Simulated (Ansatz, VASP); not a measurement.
## One calculation of BiS, two programs

```xyz
2
Lattice="4.0029 0.0000 0.0000 0.0000 4.0029 0.0000 0.0000 0.0000 4.0029" Properties=species:S:1:pos:R:3 pbc="T T T"
Bi    2.0015    2.0015    2.0015
S     0.0000    0.0000    0.0000
```

The cell was built by a generator and needn't be a form met in nature.

Alike in both runs: task relaxation of cell and atoms; functional BLYP; dispersion D3(BJ); k mesh 7 × 7 × 7; occupations fermi-dirac, width 0.05 eV; no spin polarisation.

|  | VASP | Ansatz |
| --- | --- | --- |
| version | VASP 6.6.1 | Ansatz 0.2.0 |
| potentials or method | VASP PAW PBE potentials, release 64 (Bi_d, S) | Ansatz PAW |
| plane-wave cutoff (eV) | 600 | 420 |
| valence electrons in the cell | 21 | 21 |

Ansatz gave:

```
gap on the k mesh at the Fermi level, each at its own relaxed structure (eV) : none
relaxed volume (Å³/atom)                                                     : 22.84
relaxed cell length with the largest relative difference (Å)                 : 3.575
energy change over the relaxation (meV/atom)                                 : -458
```

Which values does VASP return?

gap on the k mesh at the Fermi level, each at its own relaxed structure (eV): none; relaxed volume (Å³/atom): 22.89; relaxed cell length with the largest relative difference (Å): 3.577; energy change over the relaxation (meV/atom): -452.

A gap of «none» marks a metal or a gap that the smearing closes.

Caveats: the volume moved by over 15 % at a fixed basis, so the end points are rough; spin-orbit coupling is left out, which moves the levels of the heavy elements; pairwise dispersion overbinds metals, which lowers pressure and volume; the PAW data sets were made with another functional, which shifts forces and pressure a little (VASP); the plane-wave basis is chosen anew once the cell has moved, so the energies of steps on either side of that aren't comparable (Ansatz); the PAW data sets come from PBE, with cores solved anew for the run's functional, which leaves a small shift of forces and pressure (Ansatz).
